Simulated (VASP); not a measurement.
# Se (Pm-3m) in VASP: equation of state

How stiff is Se in PBE, and what volume does it want? The cell is scaled to several volumes.

All numbers are computed with VASP 6.6.1; they aren't measurements. Logs are shortened: lines on timing, memory, paths and dates and some standing lists are left out, and cuts for length are marked.

## (1) Starting point

The structure is cubic, space group Pm-3m (No. 221). Conventional cell: a = 2.811 Å, b = 2.811 Å, c = 2.811 Å, α = 90.00°, β = 90.00°, γ = 90.00°. Se (site symmetry m-3m) has 6 Se at 2.81 Å as nearest neighbours.

This isn't the form of Se at room conditions, which is trigonal, of chains.

## (2) Equation of state, PBE, 20.87 Å³/atom (volume scaled by 0.94)

INCAR reads:

```
  PREC = Accurate
  ENCUT = 520
  EDIFF = 1E-7
  ISMEAR = -1
  SIGMA = 0.05
  LREAL = F
  LASPH = T
  NELM = 80
  ALGO = Normal
  ISIF = 2
  LWAVE = F
  LCHARG = F
  GGA = PE
  NBANDS = 9
```

KPOINTS reads:

```
regular mesh
0
Gamma
  9 9 9
```

POSCAR reads:

```
Se
1.0
    2.7531884921      0.0000000000      0.0000000000
    0.0000000000      2.7531884921      0.0000000000
    0.0000000000      0.0000000000      2.7531884921
Se
1
Direct
    0.0000000000      0.0000000000      0.0000000000
```

Potentials or basis: VASP PAW PBE potentials, release 64 (Se).

Started as:

```bash
$ cat potpaw_PBE.64/Se/POTCAR > POTCAR
$ mpirun -np 1 vasp_std > vasp.out
```

OUTCAR:

```text
PREC = Accurate
   ENCUT = 520
   EDIFF = 1E-7
   ISMEAR = -1
   LREAL = F
   LASPH = T
   NELM = 80
   ISIF = 2
   GGA = PE

 Found     35 irreducible k-points:

 Following reciprocal coordinates:
            Coordinates               Weight
  0.000000  0.000000  0.000000      1.000000
  0.111111  0.000000  0.000000      6.000000
  0.222222  0.000000  0.000000      6.000000
  0.333333  0.000000  0.000000      6.000000
  0.444444  0.000000  0.000000      6.000000
  0.111111  0.111111  0.000000     12.000000
   k-points           NKPTS =     35   k-points in BZ     NKDIM =     35   number of bands    NBANDS=      9
   number of dos      NEDOS =    301   number of ions     NIONS =      1
   total plane-waves  NPLWV =   8000
   dimension x,y,z NGX =    20 NGY =   20 NGZ =   20
   dimension x,y,z NGXF=    40 NGYF=   40 NGZF=   40
   ions per type =               1
   NGX,Y,Z   is equivalent  to a cutoff of  12.08, 12.08, 12.08 a.u.
   NGXF,Y,Z  is equivalent  to a cutoff of  24.15, 24.15, 24.15 a.u.
 SYSTEM =  unknown system
   PREC   = accura    normal or accurate (medium, high low for compatibility)
   ISTART =      0    job   : 0-new  1-cont  2-samecut
   ICHARG =      2    charge: 1-file 2-atom 10-const
   ISPIN  =      1    spin polarized calculation?
   LNONCOLLINEAR =      F non collinear calculations
   LSORBIT =      F    spin-orbit coupling
   LASPH  =      T    aspherical Exc in radial PAW
   ENCUT  =  520.0 eV  38.22 Ry    6.18 a.u.   5.12  5.12  5.12*2*pi/ulx,y,z
   NELM   =     80;   NELMIN=  2; NELMDL= -5     # of ELM steps
   EDIFF  = 0.1E-06   stopping-criterion for ELM
   LREAL  =      F    real-space projection
   EDIFFG = 0.1E-05   stopping-criterion for IOM
   NSW    =      0    number of steps for IOM
   IBRION =     -1    ionic relax: 0-MD 1-quasi-New 2-CG
   NFREE  =      0    steps in history (QN), initial steepest desc. (CG)
   ISIF   =      2    stress and relaxation
   ISYM   =      2    0-nonsym 1-usesym 2-fastsym
   POTIM  = 0.5000    time-step for ionic-motion
   TEBEG  =    0.0;   TEEND  =   0.0 temperature during run
   PSTRESS=    0.0 pullay stress
   NELECT =       6.0000    total number of electrons
   NUPDOWN=      -1.0000    fix difference up-down
   EMIN   =  10.00;   EMAX   =-10.00  energy-range for DOS
   EFERMI =   0.00;   METHOD = LEGACY
   ISMEAR =    -1;   SIGMA  =   0.05  broadening in eV -4-tet -1-fermi 0-gaus
   EFERMI_NEDOS =   21; number of points for ismear=-14 and -15
   IALGO  =     38    algorithm
   IMIX   =      4    mixing-type and parameters
     AMIX     =   0.40;   BMIX     =  1.00
     AMIX_MAG =   1.60;   BMIX_MAG =  1.00
  volume/ion in A,a.u.               =      20.87       140.83
  Fermi-wavevector in a.u.,A,eV,Ry     =   1.080495  2.041839 15.884377  1.167469
  Thomas-Fermi vector in A             =   2.216487
   LORBIT       =      0    0 simple, 1 ext, 2 COOP (PROOUT), +10 PAW based schemes
   GGA     = PE    functional components
   LHFCALC =     F    Hartree Fock is set to
   AEXX    =    0.0000 exact exchange contribution
   IVDW    =     0    specifies the selected vdW correction
   LEPSILON=     F    determine dielectric tensor
   LRPA    =     F    only Hartree local field effects (RPA)
 non-spin polarized calculation
  energy-cutoff  :      520.00
  volume of cell :       20.87
 maximum number of plane-waves:       587
   NGX = 11   NGY = 11   NGZ = 11

 number of electron       6.0000001 magnetization

 Free energy of the ion-electron system (eV)
  ---------------------------------------------------
  ext. energy  EPLUGINS =         0.00000000
  ---------------------------------------------------
  free energy    TOTEN  =        -3.29101381 eV

  energy without entropy =       -3.28458276  energy(sigma->0) =       -3.28779829

 E-fermi :   5.7106     XC(G=0): -10.2762

 val. band max:        5.6867112101   @ k =   0.4444   0.3333   0.2222
 cond. band min:       5.8353808463   @ k =   0.1111   0.1111   0.1111
 fundamental gap:      0.1486696362
 Fermi energy:         5.7105722539

 k-point     1 :       0.0000    0.0000    0.0000
  band No.  band energies     occupation
      1     -11.0819      2.00000
      2       7.2136      0.00000
      3       7.2136      0.00000
      4       7.2136      0.00000
      5      13.3124      0.00000
      6      13.3124      0.00000
      7      14.0096      0.00000
      8      28.6914      0.00000
      9      28.6914      0.00000

 k-point     2 :       0.1111    0.0000    0.0000
  band No.  band energies     occupation
      1     -10.8892      2.00000
      2       5.3669      1.99793
      3       7.3674      0.00000
      4       7.3674      0.00000
      5      13.5000      0.00000
      6      13.9713      0.00000
      7      15.7982      0.00000
      8      26.1402      0.00000
      9      26.1402      0.00000

 k-point     3 :       0.2222    0.0000    0.0000
  band No.  band energies     occupation
      1     -10.3376      2.00000
      2       2.4273      2.00000
      3       7.7903      0.00000
      4       7.7903      0.00000
      5      14.0375      0.00000
      6      14.6673      0.00000
      7      19.5580      0.00000
      8      23.1963      0.00000
      9      23.1963      0.00000

 k-point     4 :       0.3333    0.0000    0.0000
  band No.  band energies     occupation
      1      -9.5403      2.00000
      2      -0.1333      2.00000
      3       8.3481      0.00000
      4       8.3481      0.00000
      5      14.8177      0.00000
      6      15.7687      0.00000
      7      20.8989      0.00000
      8      20.8989      0.00000
      9      20.9158      0.00000

 k-point     5 :       0.4444    0.0000    0.0000
  band No.  band energies     occupation
      1      -8.8352      2.00000
      2      -1.7476      2.00000
      3       8.7758      0.00000
      4       8.7758      0.00000
      5      15.5132      0.00000
      6      17.2533      0.00000
      7      19.2328      0.00000
      8      19.5914      0.00000
      9      19.5914      0.00000

 k-point     6 :       0.1111    0.1111    0.0000
  band No.  band energies     occupation
      1     -10.6966      2.00000
      2       5.4766      1.98160
      3       5.5953      1.81852
      4       7.5205      0.00000
      5      13.9261      0.00000
      6      15.8620      0.00000
      7      16.0297      0.00000
      8      23.7941      0.00000
      9      25.9266      0.00000

 [... further k-points ...]
[... 5 lines left out ...]
  --------------------------------------------------------------------------------------
  -------------------------------------------------------------------------------------
  Total        0.9793638      0.9793638      0.9793638     -0.0000000      0.0000000     -0.0000000
  in kB       75.1876997     75.1876997     75.1876997     -0.0000000      0.0000000     -0.0000000
  external PRESSURE =      75.1876997 kB  Pullay stress =       0.0000000 kB

 VOLUME and BASIS-vectors are now :
 -----------------------------------------------------------------------------
  energy-cutoff  :      520.00
  volume of cell :       20.87
      direct lattice vectors                 reciprocal lattice vectors
     2.753188492  0.000000000  0.000000000     0.363215233  0.000000000  0.000000000
     0.000000000  2.753188492  0.000000000     0.000000000  0.363215233  0.000000000
     0.000000000  0.000000000  2.753188492     0.000000000  0.000000000  0.363215233

 POSITION                                       TOTAL-FORCE (eV/Angst)
 -----------------------------------------------------------------------------------
      0.00000      0.00000      0.00000         0.000000      0.000000      0.000000
 -----------------------------------------------------------------------------------
    total drift:                               -0.000000     -0.000000      0.000000

  FREE ENERGIE OF THE ION-ELECTRON SYSTEM (eV)
  ---------------------------------------------------
  free  energy   TOTEN  =        -3.2910138148 eV

  energy  without entropy=       -3.2845827561  energy(sigma->0) =       -3.28779829
```

It took 7 s on 1 thread of AMD EPYC 7R43 (Zen 3), shared host; peak memory 0.08 GiB.

What came out:

- Free energy: -3.2910 eV
- Pressure: 7.5 GPa
- Band gap on the k mesh: none (metal or under the smearing width)

## (3) Equation of state, PBE, 21.31 Å³/atom (volume scaled by 0.96)

INCAR reads:

```
SYSTEM = Se
  ALGO = Normal
  EDIFF = 1E-7
  ENCUT = 520
  GGA = PE
  ISIF = 2
  ISMEAR = -1
  LASPH = .True.
  LCHARG = .False.
  LREAL = .False.
  LWAVE = .False.
  NBANDS = 9
  NELM = 80
  PREC = Accurate
  SIGMA = 0.05
```

KPOINTS reads:

```
k-points
0
Gamma
  9 9 9
  0 0 0
```

POSCAR reads:

```
Se
1.0
    2.7725777822      0.0000000000      0.0000000000
    0.0000000000      2.7725777822      0.0000000000
    0.0000000000      0.0000000000      2.7725777822
Se
1
Direct
    0.0000000000      0.0000000000      0.0000000000
```

Potentials or basis: VASP PAW PBE potentials, release 64 (Se).

Started as:

```bash
$ cat potpaw_PBE.64/Se/POTCAR > POTCAR
$ mpirun -np 1 vasp_std > vasp.out
```

Wall time 6.7 s (1 thread of AMD EPYC 7R43 (Zen 3), shared host); peak memory 0.09 GiB.

It converged, with:

* Free energy: -3.3090 eV
* Pressure: 5.5 GPa
* Band gap on the k mesh: none (metal or under the smearing width)

## (4) Equation of state, PBE, 21.76 Å³/atom (volume scaled by 0.98)

INCAR reads:

```
SYSTEM = Se
PREC     = Accurate       ! precision mode
ENCUT    = 520            ! plane-wave cutoff, eV
EDIFF    = 1E-7           ! SCF threshold, eV
ISMEAR   = -1             ! smearing method
SIGMA    = 0.05           ! smearing width, eV
LREAL    = .False.        ! projectors in reciprocal space
LASPH    = .True.         ! aspherical terms in the spheres
NELM     = 80             ! most SCF steps
ALGO     = Normal         ! electronic algorithm
ISIF     = 2              ! what is computed and relaxed
LWAVE    = .False.        ! write WAVECAR
LCHARG   = .False.        ! write CHGCAR
GGA      = PE             ! functional
NBANDS   = 9              ! bands
```

KPOINTS reads:

```
Automatic mesh
0
Gamma
  9 9 9
  0 0 0
```

POSCAR reads:

```
Se
1.0
    2.7916996126      0.0000000000      0.0000000000
    0.0000000000      2.7916996126      0.0000000000
    0.0000000000      0.0000000000      2.7916996126
Se
1
Direct
    0.0000000000      0.0000000000      0.0000000000
```

Potentials or basis: VASP PAW PBE potentials, release 64 (Se).

Started as:

```bash
$ cat potpaw_PBE.64/Se/POTCAR > POTCAR
$ mpirun -np 1 vasp_std > vasp.out
```

OUTCAR:

```text
SYSTEM = Se
   PREC = Accurate
   ENCUT = 520
   EDIFF = 1E-7
   ISMEAR = -1
   LREAL = .False.
   LASPH = .True.
   NELM = 80
   ISIF = 2
   GGA = PE

 Found     35 irreducible k-points:

 Following reciprocal coordinates:
            Coordinates               Weight
  0.000000  0.000000  0.000000      1.000000
  0.111111  0.000000  0.000000      6.000000
  0.222222  0.000000  0.000000      6.000000
  0.333333  0.000000  0.000000      6.000000
  0.444444  0.000000  0.000000      6.000000
  0.111111  0.111111  0.000000     12.000000
   k-points           NKPTS =     35   k-points in BZ     NKDIM =     35   number of bands    NBANDS=      9
[... 141 lines left out ...]
      7      15.2647      0.00000
      8      22.9920      0.00000
      9      25.0276      0.00000

 [... further k-points ...]
[... 5 lines left out ...]
  --------------------------------------------------------------------------------------
  -------------------------------------------------------------------------------------
  Total        0.4990516      0.4990516      0.4990516     -0.0000000      0.0000000      0.0000000
  in kB       36.7493752     36.7493752     36.7493752     -0.0000000      0.0000000      0.0000000
  external PRESSURE =      36.7493752 kB  Pullay stress =       0.0000000 kB

 VOLUME and BASIS-vectors are now :
 -----------------------------------------------------------------------------
  energy-cutoff  :      520.00
  volume of cell :       21.76
      direct lattice vectors                 reciprocal lattice vectors
     2.791699613  0.000000000  0.000000000     0.358204728  0.000000000  0.000000000
     0.000000000  2.791699613  0.000000000     0.000000000  0.358204728  0.000000000
     0.000000000  0.000000000  2.791699613     0.000000000  0.000000000  0.358204728

 POSITION                                       TOTAL-FORCE (eV/Angst)
 -----------------------------------------------------------------------------------
      0.00000      0.00000      0.00000         0.000000      0.000000      0.000000
 -----------------------------------------------------------------------------------
    total drift:                                0.000000     -0.000000     -0.000000

  FREE ENERGIE OF THE ION-ELECTRON SYSTEM (eV)
  ---------------------------------------------------
  free  energy   TOTEN  =        -3.3216548363 eV

  energy  without entropy=       -3.3148842314  energy(sigma->0) =       -3.31826953
```

Wall time 8.5 s (1 thread of AMD EPYC 7R43 (Zen 3), shared host); peak memory 0.09 GiB.

Results:

```
Free energy            : -3.3217 eV
Pressure               : 3.7 GPa
Band gap on the k mesh : none (metal or under the smearing width)
```

## (5) Equation of state, PBE, 22.65 Å³/atom (volume scaled by 1.02)

INCAR reads:

```
SYSTEM = Se
PREC     = Accurate       ! precision mode
ENCUT    = 520            ! plane-wave cutoff, eV
EDIFF    = 1E-7           ! SCF threshold, eV
ISMEAR   = -1             ! smearing method
SIGMA    = 0.05           ! smearing width, eV
LREAL    = .FALSE.        ! projectors in reciprocal space
LASPH    = .TRUE.         ! aspherical terms in the spheres
NELM     = 80             ! most SCF steps
ALGO     = Normal         ! electronic algorithm
ISIF     = 2              ! what is computed and relaxed
LWAVE    = .FALSE.        ! write WAVECAR
LCHARG   = .FALSE.        ! write CHGCAR
GGA      = PE             ! functional
NBANDS   = 9              ! bands
```

KPOINTS reads:

```
Automatic mesh
0
G
  9 9 9
  0 0 0
```

POSCAR reads:

```
Se
1.0
    2.8291765626      0.0000000000      0.0000000000
    0.0000000000      2.8291765626      0.0000000000
    0.0000000000      0.0000000000      2.8291765626
Se
1
Direct
    0.0000000000      0.0000000000      0.0000000000
```

Started as:

```bash
$ cat potpaw_PBE.64/Se/POTCAR > POTCAR
$ mpirun -np 1 vasp_std > vasp.out
```

Run time: 6.8 s. Hardware: 1 thread of AMD EPYC 7R43 (Zen 3), shared host; peak memory 0.1 GiB.

Results (log left out):

| Quantity | Value |
| --- | --- |
| Free energy | -3.3331 eV |
| Pressure | 0.6 GPa |
| Band gap on the k mesh | none (metal or under the smearing width) |

## (6) Equation of state, PBE, 23.09 Å³/atom (volume scaled by 1.04)

INCAR reads:

```
SYSTEM = Se
ALGO = Normal
EDIFF = 1E-7
ENCUT = 520
GGA = PE
ISIF = 2
ISMEAR = -1
LASPH = .True.
LCHARG = .False.
LREAL = .False.
LWAVE = .False.
NBANDS = 9
NELM = 60
PREC = Accurate
SIGMA = 0.05
```

KPOINTS reads:

```
k-points
0
Gamma
  9 9 9
  0 0 0
```

POSCAR reads:

```
Se
1.0
    2.8475483537      0.0000000000      0.0000000000
    0.0000000000      2.8475483537      0.0000000000
    0.0000000000      0.0000000000      2.8475483537
Se
1
Direct
    0.0000000000      0.0000000000      0.0000000000
```

Potentials or basis: VASP PAW PBE potentials, release 64 (Se).

Started as:

```bash
$ cat potpaw_PBE.64/Se/POTCAR > POTCAR
$ mpirun -np 1 vasp_std > vasp.out
```

It took 11 s on 1 thread of AMD EPYC 7R43 (Zen 3), shared host; peak memory 0.1 GiB.

The run converged. Its results:

* Free energy: -3.3328 eV
* Pressure: -0.8 GPa
* Band gap on the k mesh: none (metal or under the smearing width)

## (7) Equation of state, PBE, 23.53 Å³/atom (volume scaled by 1.06)

INCAR reads:

```
PREC = Accurate ; ENCUT = 520
EDIFF = 1E-7 ; ISMEAR = -1
SIGMA = 0.05 ; LREAL = False
LASPH = True ; NELM = 80
ALGO = Normal ; ISIF = 2
LWAVE = False ; LCHARG = False
GGA = PE ; NBANDS = 9
```

KPOINTS reads:

```
regular mesh
0
Gamma
  9 9 9
```

POSCAR reads:

```
Se
1.0
    2.8656860934      0.0000000000      0.0000000000
    0.0000000000      2.8656860934      0.0000000000
    0.0000000000      0.0000000000      2.8656860934
Se
1
Direct
    0.0000000000      0.0000000000      0.0000000000
```

Started as:

```bash
$ cat potpaw_PBE.64/Se/POTCAR > POTCAR
$ mpirun -np 1 vasp_std > vasp.out
```

Wall time 8.7 s (1 thread of AMD EPYC 7R43 (Zen 3), shared host); peak memory 0.1 GiB.

The run converged. Its results:

```yaml
Free_energy: -3.3289 eV
Pressure: -2.0 GPa
Band_gap_on_the_k_mesh: none (metal or under the smearing width)
```

## (8) Equation of state, PBE

Potentials or basis: VASP PAW PBE potentials, release 64 (Se).

No new run: the results of the series are fitted here.

Results:

* Equilibrium volume: 22.83 Å³/atom
* Bulk modulus: 69 GPa
* Pressure derivative of the bulk modulus: 4.3

Energy against volume, from the lowest point:
| volume (Å³/atom) | energy (meV/atom) |
| --- | --- |
| 20.869 | 42.08 |
| 21.313 | 24.10 |
| 21.757 | 11.44 |
| 22.201 | 3.56 |
| 22.645 | 0.00 |
| 23.089 | 0.33 |
| 23.533 | 4.18 |
